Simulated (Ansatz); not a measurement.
# Cutoff convergence: PbSe

System: PbSe (rock salt type, first atom moved by 0.06 Å along [111]), 2 atoms in the cell.

```yaml
crystal:
  lattice:
    - [0.00000, 3.10500, 3.10500]
    - [3.10500, 0.00000, 3.10500]
    - [3.10500, 3.10500, 0.00000]
  atoms:
    - { symbol: Pb, position: [0.00558, 0.00558, 0.00558] }
    - { symbol: Se, position: [0.50000, 0.50000, 0.50000] }
```
Lattice in Å, positions in fractions of it.

Computed with HSE06, plane waves, PAW datasets (generated soft set 1) in Ansatz.

Exchange singularity: Wigner-Seitz; k-mesh 4×4×4 Γ-centred; Fermi–Dirac smearing of 0.05 eV; no spin polarisation; no spin–orbit coupling.

Cutoffs run: 280, 300, 320, 340, 380, 420, 480, 560 eV. At 560 eV the pressure at a fixed basis is -0.86 GPa and the rms force 0.038 eV/Å.

(1) From which of these cutoffs on do the forces lie within 20 meV/Å (rms) of the highest one?

(2) What pressure at a fixed basis does the 280 eV run show?

(3) Give the whole series.

Results:

(1) Even the lowest tried, 280 eV, does.

(2) -7.14 GPa. An incomplete basis pulls the printed pressure down.

(3) 
```
cutoff (eV)  E − E(top) (meV/atom)  pressure at fixed basis (GPa)  corrected pressure (GPa)  rms force change (meV/Å)
        280                  114.8                          -7.14                     -0.80                       9.8
        300                   36.7                          -3.28                     -0.84                       2.7
        320                   10.1                          -1.64                     -0.87                       0.1
        340                    3.0                          -1.08                     -0.87                       0.3
        380                    1.1                          -0.87                     -0.86                       0.1
        420                    0.7                          -0.88                     -0.86                       0.0
        480                    0.2                          -0.87                     -0.86                       0.0
        560                    0.0                          -0.86                     -0.86                       0.0
```

Where the force pushes the moved atom further off its site, the soft mode may be real or faked by the k-mesh. The k-mesh is modest, so these values aren't fully converged in k. Spin–orbit coupling is left out, which matters for 6p elements such as Tl, Pb and Bi.
